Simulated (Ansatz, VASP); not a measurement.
# KI in two plane-wave programs, part 2 of 2

Aim: how closely do two programs agree when they are given the same cell, functional and k mesh? The cell is taken from a series of VASP runs on this material, whose earlier steps may have relaxed, scaled or displaced it; both programs get it as it stands.

VASP 6.6.1 and Ansatz 0.2.0.

So far. Step 4 (Comparison): The walks stopped with -0.04 GPa left in Ansatz and -0.02 GPa in VASP; each walk ends within a tolerance, so the volume difference is uncertain by about these residues over the bulk modulus, most in soft cells.

### Step 5. VASP: band structure, HSE06, spin-orbit coupling

Level of this step: HSE06, spin-orbit coupling; plane waves and PAW (I, K_sv) (VASP).

Levels along a path test the potential and the projectors away from the mesh points. The cell compared in this pair holds 87.57 Å³, against 79.63 Å³ for the pair before.

The run reads the wave functions of an earlier VASP run, which isn't shown here.

INCAR reads:

```
SYSTEM = KI
PREC = Accurate
ENCUT = 350
EDIFF = 1E-06
NELM = 100
ISMEAR = 0
SIGMA = 0.03
LREAL = .FALSE.
ALGO = Normal
LHFCALC = .TRUE.
AEXX = 0.25
GGA = PE
HFSCREEN = 0.2
LASPH = .TRUE.
LNONCOLLINEAR = .TRUE.
MAGMOM = 0 0 0 0 0 0
NBANDS = 28
GGA_COMPAT = .FALSE.
LSORBIT = .TRUE.
PRECFOCK = Fast
LORBIT = 11
LWAVE = .FALSE.
LCHARG = .FALSE.
KPAR = 4
```

POSCAR reads:

```
KI
1.0
    0.0000000000      3.5245500000      3.5245500000
    3.5245500000      0.0000000000      3.5245500000
    3.5245500000      3.5245500000      0.0000000000
I K
1 1
Direct
    0.5000000000      0.5000000000      0.5000000000
    0.0000000000      0.0000000000      0.0000000000
```

KPOINTS reads:

```
Automatic mesh
0
Gamma
4 4 4
0 0 0
```

KPOINTS_OPT reads:

```
Line mode
10
Line-mode
Reciprocal
  0.00000000   0.00000000   0.00000000 GAMMA
  0.50000000   0.00000000   0.50000000 X

  0.50000000   0.00000000   0.50000000 X
  0.50000000   0.25000000   0.75000000 W

  0.50000000   0.25000000   0.75000000 W
  0.37500000   0.37500000   0.75000000 K

  0.37500000   0.37500000   0.75000000 K
  0.00000000   0.00000000   0.00000000 GAMMA

  0.00000000   0.00000000   0.00000000 GAMMA
  0.50000000   0.50000000   0.50000000 L

  0.50000000   0.50000000   0.50000000 L
  0.62500000   0.25000000   0.62500000 U

  0.62500000   0.25000000   0.62500000 U
  0.50000000   0.25000000   0.75000000 W

  0.50000000   0.25000000   0.75000000 W
  0.50000000   0.50000000   0.50000000 L

  0.50000000   0.50000000   0.50000000 L
  0.37500000   0.37500000   0.75000000 K

  0.62500000   0.25000000   0.62500000 U
  0.50000000   0.00000000   0.50000000 X
```

PAW data sets: I and K_sv (PBE family, release 64).

Run with:

```sh
$ mpirun -np 4 vasp_ncl
```

Numbers of over 12 decimals in the logs are rounded to 6 here.

The program printed:

```text
[banner, memory and clock lines left out]
running    4 mpi-ranks, on    1 nodes
[...]
LDA part: xc-table for (Slater+PW92), standard interpolation
 found WAVECAR, reading the header
 POSCAR, INCAR and KPOINTS ok, starting setup
[...]
reading WAVECAR
 the WAVECAR file was read successfully
 initial charge from wavefunction
 entering main loop
       N       E                     dE             d eps       ncg     rms          rms(c)
DAV:   1    -0.652652059257E+01   -0.65265E+01   -0.82416E-01   472   0.777E+00    0.465E+00
DAV:   2    -0.653574703642E+01   -0.92264E-02   -0.31617E-02   584   0.118E+00    0.324E+00
DAV:   3    -0.653426400912E+01    0.14830E-02   -0.11331E-03   592   0.248E-01    0.190E+00
DAV:   4    -0.653377460525E+01    0.48940E-03   -0.43848E-04   584   0.138E-01    0.114E+00
[...]
DAV:  10    -0.653366241075E+01   -0.27009E-05   -0.11454E-06   456   0.740E-03    0.462E-02
DAV:  11    -0.653366401371E+01   -0.16030E-05   -0.48803E-07   372   0.504E-03    0.269E-02
DAV:  12    -0.653366489348E+01   -0.87977E-06   -0.31367E-07   360   0.397E-03
   1 F= -.65336649E+01 E0= -.65336649E+01  d E =-.499372E-35  mag=    -0.0000    -0.0000    -0.0000
 Start KPOINTS_OPT (optional k-point list driver)
k-point batch [1-8\100]
       N       E                     dE             ncg
DAV:   1    -0.616406796974E+03   -0.14675E+04      448
DAV:   2    -0.137707428766E+04   -0.76067E+03      512
DAV:   3    -0.145183424566E+04   -0.74760E+02      688
DAV:   4    -0.145474994123E+04   -0.29157E+01      648
DAV:   5    -0.145486090474E+04   -0.11096E+00      628
DAV:   6    -0.145486368341E+04   -0.27787E-02      636
DAV:   7    -0.145486374933E+04   -0.65925E-04      628
DAV:   8    -0.145486375077E+04   -0.14363E-05      556
DAV:   9    -0.145486375083E+04   -0.61594E-07      388
[...]
k-point batch [97-100\100]
       N       E                     dE             ncg
DAV:   1     0.116080503731E+04   -0.18128E+04      232
DAV:   2     0.815341983936E+03   -0.34546E+03      256
DAV:   3     0.783552540667E+03   -0.31789E+02      360
DAV:   4     0.782467292330E+03   -0.10852E+01      320
DAV:   5     0.782433762291E+03   -0.33530E-01      344
DAV:   6     0.782433096856E+03   -0.66543E-03      320
DAV:   7     0.782433085862E+03   -0.10994E-04      344
DAV:   8     0.782433085684E+03   -0.17782E-06      224
```

From OUTCAR (step 5):

```text
 POSITION                                       TOTAL-FORCE (eV/Angst)
 -----------------------------------------------------------------------------------
      3.52455      3.52455      3.52455         0.000000      0.000000      0.000000
      0.00000      0.00000      0.00000        -0.000000     -0.000000     -0.000000
 -----------------------------------------------------------------------------------
    total drift:                                0.000000      0.000000      0.000000

  FREE ENERGIE OF THE ION-ELECTRON SYSTEM (eV)
  ---------------------------------------------------
  free  energy   TOTEN  =        -6.5336648935 eV

  energy  without entropy=       -6.5336648935  energy(sigma->0) =       -6.53366489

 magnetization (x)
# of ion       s       p       d       tot
------------------------------------------
    1       -0.000   0.000  -0.000   0.000
    2        0.000   0.000  -0.000   0.000
--------------------------------------------------
tot         -0.000   0.000  -0.000   0.000

 magnetization (y)
# of ion       s       p       d       tot
------------------------------------------
    1       -0.000  -0.000  -0.000  -0.000
    2       -0.000   0.000  -0.000  -0.000
--------------------------------------------------
tot         -0.000  -0.000  -0.000  -0.000

 magnetization (z)
# of ion       s       p       d       tot
------------------------------------------
    1        0.000   0.000   0.000   0.000
    2        0.000  -0.000   0.000   0.000
--------------------------------------------------
tot          0.000  -0.000   0.000   0.000

[... 3 further parts left out ...]
[key lines of the parts left out:]
E-fermi :  -0.5348
```

### Step 6. Ansatz: band structure, HSE06, spin-orbit coupling

The same cell, functional, mesh and smearing now go to Ansatz, which takes its cutoff from its data sets.

The cell is taken from a series of VASP runs on this material, whose earlier steps may have relaxed, scaled or displaced it; both programs get it as it stands.

input.yaml reads:

```yaml
crystal:
  lattice:
    - [0.0, 3.52455, 3.52455]
    - [3.52455, 0.0, 3.52455]
    - [3.52455, 3.52455, 0.0]
  atoms:
    - { symbol: I, position: [0.5, 0.5, 0.5] }
    - { symbol: K, position: [0.0, 0.0, 0.0] }
hamiltonian:
  xc: { exchange: pbe, correlation: pbe, exx: { coeff: 0.25, omega: 0.2 } }
  pseudopotentials: { kind: paw_fr }
magnetization:
  noncollinear: true
  spin_orbit: true
kpoints:
  mp_grid: { grid: [4, 4, 4] }
  band_path:
    path:
      - [0.0, 0.0, 0.0]
      - [0.5, 0.0, 0.5]
      - [0.5, 0.22222, 0.72222]
      - [0.40278, 0.34722, 0.75]
      - [0.125, 0.125, 0.25]
      - [0.27778, 0.27778, 0.27778]
      - [0.55556, 0.38889, 0.55556]
      - [0.58333, 0.25, 0.66667]
      - [0.5, 0.30556, 0.69444]
      - [0.48611, 0.48611, 0.52778]
      - [0.625, 0.25, 0.625]
      - [0.5, 0.0, 0.5]
    npoints: 1
scf:
  occupations: { method: gaussian, width: 0.03 }
  n_extra_bands: 14
output:
  forces: true
  stress: true
  eigenvalues: true
  write_density: true
  write_potential: true
  elf: true
  volumetric_format: npy
```

Run with:

```sh
$ ansatz run input.yaml --threads 4 --pin off --max-ram 9216MiB --backend cpu --events-out ev --progress --plain --runs-dir out
```

The program printed:

```text
[...]
k-point 0: bands = [... 22 lower, 1.9364, 1.9364, 1.9364, 1.9364, 6.5955, 6.5955, 9.2522, 9.2522, ... 10 higher]
  k-point 1: bands = [... 22 lower, 1.3718, 1.3718, 1.7341, 1.7341, 7.7021, 7.7021, 9.2866, 9.2866, ... 10 higher]
  k-point 2: bands = [... 22 lower, 1.0610, 1.0610, 1.5502, 1.5502, 8.1143, 8.1143, 10.5288, 10.5288, ... 10 higher]
  k-point 7: bands = [... 22 lower, 1.0770, 1.0770, 1.1953, 1.1953, 9.0863, 9.0863, 9.2039, 9.2039, ... 10 higher]
[key lines of the parts left out:]
Magnetization: |M| = 0.0000 μB,  M = (+0.0000, +0.0000, +0.0000) μB
Free energy (F): -9057.198963 eV
Fermi energy:    4.266010 eV
P = ⅓ Tr σ = 0.5075 GPa (5.075 kbar)
```

Run time: 3.6 min. Hardware: 4 threads of Arm Neoverse V1, shared host; peak memory 1.8 GiB; 12 min of CPU time.

### Step 7. Side by side

What differs besides the data sets and the points named for the pairs above, as far as they apply: spin-orbit coupling enters by fully relativistic files in Ansatz and inside the spheres in VASP; exact exchange at q = 0 is treated differently, which shows on coarse meshes; VASP keeps PBE cores, Ansatz makes them for the functional; the data sets hold 26 valence electrons in Ansatz (fully relativistic PAW (standard-fr) files) and 16 in VASP; the cutoff is 420 eV in Ansatz and 350 eV in VASP; VASP takes a coarser grid for exact exchange (PRECFOCK = Fast). Total energies have different zeros and are not compared.

The two programs side by side:

```csv
quantity,Ansatz,VASP,difference
gap over the path points (eV),4.659,4.662,-0.003
```

Levels at points of the path, from each program's valence-band top (eV; 6 filled, then empty):

```csv
k (reciprocal lattice),Ansatz,VASP
0.000 0.000 0.000,-1.09 -1.09 0.00 0.00 0.00 0.00 4.66 4.66 7.32 7.32 7.32 7.32,-1.03 -1.03 0.00 0.00 0.00 0.00 4.66 4.66 7.33 7.33 7.33 7.33
0.500 0.000 0.500,-1.73 -1.73 -0.82 -0.82 -0.43 -0.43 5.59 5.59 6.53 6.53 9.18 9.18,-1.68 -1.68 -0.81 -0.81 -0.43 -0.43 5.62 5.62 6.55 6.55 9.18 9.18
0.500 0.222 0.722,-1.71 -1.71 -0.86 -0.86 -0.73 -0.73 6.90 6.90 7.41 7.41 7.55 7.55,-1.65 -1.65 -0.86 -0.86 -0.72 -0.72 6.92 6.92 7.43 7.43 7.57 7.57
0.403 0.347 0.750,-1.73 -1.73 -0.94 -0.94 -0.59 -0.59 6.36 6.36 7.43 7.43 8.31 8.31,-1.67 -1.67 -0.93 -0.93 -0.58 -0.58 6.38 6.38 7.45 7.45 8.33 8.33
0.125 0.125 0.250,-1.36 -1.36 -0.43 -0.43 -0.16 -0.16 5.56 5.56 7.03 7.03 7.66 7.66,-1.31 -1.31 -0.42 -0.42 -0.16 -0.16 5.56 5.56 7.04 7.04 7.67 7.67
0.278 0.278 0.278,-1.58 -1.58 -0.63 -0.63 -0.23 -0.23 5.88 5.88 7.48 7.48 8.09 8.09,-1.53 -1.53 -0.62 -0.62 -0.23 -0.23 5.89 5.89 7.50 7.50 8.10 8.10
0.556 0.389 0.556,-1.87 -1.87 -0.92 -0.92 -0.48 -0.48 6.53 6.53 7.91 7.91 8.51 8.51,-1.82 -1.82 -0.90 -0.90 -0.47 -0.47 6.54 6.54 7.93 7.93 8.53 8.53
0.583 0.250 0.667,-1.72 -1.72 -0.93 -0.93 -0.61 -0.61 6.43 6.43 7.43 7.43 8.19 8.19,-1.67 -1.67 -0.92 -0.92 -0.60 -0.60 6.45 6.45 7.45 7.45 8.21 8.21
0.500 0.306 0.694,-1.73 -1.73 -0.91 -0.91 -0.66 -0.66 7.09 7.09 7.28 7.28 7.66 7.66,-1.67 -1.67 -0.91 -0.91 -0.66 -0.66 7.12 7.12 7.30 7.30 7.68 7.68
0.486 0.486 0.528,-1.96 -1.96 -0.88 -0.88 -0.39 -0.39 6.21 6.21 8.52 8.52 8.92 8.92,-1.91 -1.91 -0.86 -0.86 -0.39 -0.39 6.22 6.22 8.54 8.54 8.93 8.93
```

Among the levels compared at these points, filled levels agree within 64 meV and empty ones within 26 meV.

### Step 8. Summary of results

```yaml
difference_in_volume_relaxation_of_cell_and_atoms_lda: -0.26 %
difference_in_gap_over_the_path_points_band_structure_hse06_spin_orbit_coupling: -0.0025 eV
```

In words: The difference in volume is -0.26 % (relaxation of cell and atoms, LDA), within the 1.2 % picked in this series as the mark of a large difference, as far as the stopping tolerances let one tell. Such differences can come from data sets, numerical settings and the points named under the comparisons, not from the functional's error against experiment.

[Lines on the potential files, build, host, timing and source positions are cut from VASP's logs without a mark.]

[Logs are printed without paths, hosts, clocks, repeated set-up lines and the standing remarks that a program may print on its own settings, such as how far it seeks lower states.]

[Hosts, paths, dates, database ids (printed as entryN), source tags and the programs' standing remarks are cut or masked in the printed files.]
